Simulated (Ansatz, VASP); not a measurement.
**NbH2 in VASP and in Ansatz**

```
Nb H
1.0
     0.00000    2.28150    2.28150
     2.28150    0.00000    2.28150
     2.28150    2.28150    0.00000
Nb H
1 2
Direct
  0.00000 0.00000 0.00000
  0.25000 0.25000 0.25000
  0.75000 0.75000 0.75000
```

Alike in both runs: task single point; functional PBEsol; k mesh 6 × 6 × 6; occupations gaussian, width 0.1 eV; no spin polarisation.

|  | VASP | Ansatz |
| --- | --- | --- |
| version | VASP 6.6.1 | Ansatz 0.2.0 |
| potentials or method | VASP PAW PBE potentials, release 64 (Nb_sv, H) | scalar-relativistic, plane waves, PAW |
| plane-wave cutoff (eV) | 520 | 420 |
| valence electrons in the cell | 15 | 15 |

|  | VASP | Ansatz | Ansatz less VASP |
| --- | --- | --- | --- |
| gap on the k mesh at the Fermi level (eV) | none | none | - |
| pressure (GPa) | -6.1 | -5.6 | +0.43 |

A gap of «none» marks a metal or a gap that the smearing closes.

Caveats: the k mesh is coarse (spacing up to 0.40 Å⁻¹), so the values aren't converged; the PAW data sets were made with another functional, which shifts forces and pressure a little (VASP).
